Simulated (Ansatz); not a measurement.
The system is ZnS.

```
Zn S
1.0
     0.00000    2.70200    2.70200
     2.70200    0.00000    2.70200
     2.70200    2.70200    0.00000
Zn S
1 1
Cartesian
  4.0530 4.0530 4.0530
  0.0000 0.0000 0.0000
```

Base run:

* Program: Ansatz 0.2.0
* Functional: LDA
* Potentials or basis: all-electron LAPW, scalar-relativistic
* Cutoff: 281 eV (chosen from the basis error)
* Basis error allowed: 0.001 eV/atom
* k mesh: 9 × 9 × 9
* Occupations: fermi-dirac, width 0.05 eV
* Spin: no spin polarisation

Its results: band gap on the k mesh 1.86 eV, direct; pressure -4.5 GPa.

**Question.** The run is repeated on the same cell with these changes: functional from LDA to RPBE. What comes out?

**Answer.** Band gap on the k mesh 2.29 eV, direct; pressure 4.2 GPa.

RPBE binds less tightly than LDA, so the same cell stands under more pressure.
